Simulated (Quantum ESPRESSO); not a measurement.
# Ag and the effect of the choice of potentials or basis

The cell as given:

The structure is hexagonal, space group P6_3/mmc (No. 194). The conventional cell has a = 2.930 Å, b = 2.930 Å, c = 4.790 Å, α = 90.00°, β = 90.00°, γ = 120.00°. Around Ag (site symmetry -6m2) lie 12 Ag at 2.93 Å.

This isn't the form of Ag at room conditions, which is fcc.

Kept alike: task relaxation of cell and atoms; functional PBEsol; k mesh 10 × 10 × 6; occupations fermi-dirac, width 0.05 eV; no spin polarisation. Program: Quantum ESPRESSO. Cutoffs run from 762 to 1116 eV. The mesh is that of the run's cell of 2 atoms. No spin-orbit coupling.

| choice of potentials or basis | first edge of the run's cell (Å) | third edge of the run's cell (Å) |
| --- | --- | --- |
| GBRV 1.5 PBEsol | 2.868 | 4.662 |
| PseudoDojo 0.4 SR PBEsol stringent | 2.875 | 4.674 |
| PseudoDojo 0.4.1 SR PBEsol standard | 2.875 | 4.674 |

The relaxations keep at least the cell's symmetry (P6_3/mmc). For a metal such a mesh leaves the last digits unconverged.

What does the choice of potentials or basis change here?

The first edge of the run's cell runs from 2.868 (GBRV 1.5 PBEsol) to 2.875 Å (PseudoDojo 0.4 SR PBEsol stringent; PseudoDojo 0.4.1 SR PBEsol standard). The third edge of the run's cell runs from 4.662 (GBRV 1.5 PBEsol) to 4.674 Å (PseudoDojo 0.4 SR PBEsol stringent; PseudoDojo 0.4.1 SR PBEsol standard).
